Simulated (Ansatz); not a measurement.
The same path of a periodic cell of 19 atoms, HC$_{18}$ (surface graphene monolayer, adsorbate H) was run twice with different band settings. Lost on the way: C9–H19. Made: C17–H19.

Computed with Ansatz, DFT PBE, scalar-relativistic, plane waves, PAW. Settings: cutoff 420 eV, k mesh 2x2x1, gaussian smearing 0.05 eV, spin collinear.

Relaxed end points:

```xyz
19
Lattice="7.3980 0.0000 0.0000 -3.6990 6.4069 0.0000 0.0000 0.0000 12.0000" Properties=species:S:1:pos:R:3
C 0.005 -0.002 0.950
C 1.231 0.683 1.017
C -1.235 2.144 0.950
C -0.028 2.864 1.017
C -2.468 4.273 0.883
C -1.238 4.983 0.894
C 2.458 -0.002 0.950
C 3.699 0.713 0.981
C 1.231 2.137 1.368
C 2.491 2.864 1.017
C -0.008 4.269 0.950
C 1.231 4.986 0.981
C 4.930 0.002 0.978
C 6.162 0.713 0.981
C 3.698 2.144 0.950
C 4.930 2.853 0.894
C 2.471 4.269 0.950
C 3.701 4.983 0.894
H 1.231 2.137 2.495
```

```xyz
19
Lattice="7.3980 0.0000 0.0000 -3.6990 6.4069 0.0000 0.0000 0.0000 12.0000" Properties=species:S:1:pos:R:3
C 0.005 -0.002 0.950
C 1.235 0.712 0.894
C -1.235 2.137 0.978
C -0.003 2.848 0.981
C -2.467 4.280 0.950
C -1.235 4.988 0.894
C 2.464 0.002 0.883
C 3.694 0.712 0.894
C 1.238 2.133 0.950
C 2.464 2.819 1.017
C -0.002 4.280 0.950
C 1.205 5.000 1.017
C 4.924 -0.002 0.950
C 6.163 0.715 0.981
C 3.691 2.134 0.950
C 4.932 2.848 0.981
C 2.464 4.273 1.368
C 3.724 5.000 1.017
H 2.464 4.273 2.495
```

Common settings: climbing image yes; force threshold 0.05 eV/Å; end points relaxed.

| run | movable images | spring | optimiser | start path | iteration limit |
| --- | --- | --- | --- | --- | --- |
| 1 | 7 | 10.0 eV/Å² | quadratic models (default) | straight line | 33 |
| 2 | 3 | 0.1 eV/Å² | fire | default | 50 |

Q: What does each run give, and how far can it be trusted?

A: Run 1: converged after 11 iterations, highest image 0.631 eV above the first end. The profile has 2 maxima (images 2, 6) with wells between them (image 4): this band takes more than one step, which may be the mechanism or a detour left from its start path. By the program's own check the climbing image is of a kind that is not told: the force calls were inconclusive, a negative curvature could not be distinguished from the path's own, the only one lies far off the path, or fixed occupations may fill a level only in part (lowest curvatures found: -6.28 and 2.35 eV/Å²).
Run 2: converged after 43 iterations, highest image 0.631 eV above the first end. The profile has 2 maxima (images 1, 3) with wells between them (image 2): this band takes more than one step, which may be the mechanism or a detour left from its start path. The order of the stationary point at the top wasn't checked.
Limits of this set-up: coarse k mesh, slab without dipole correction.
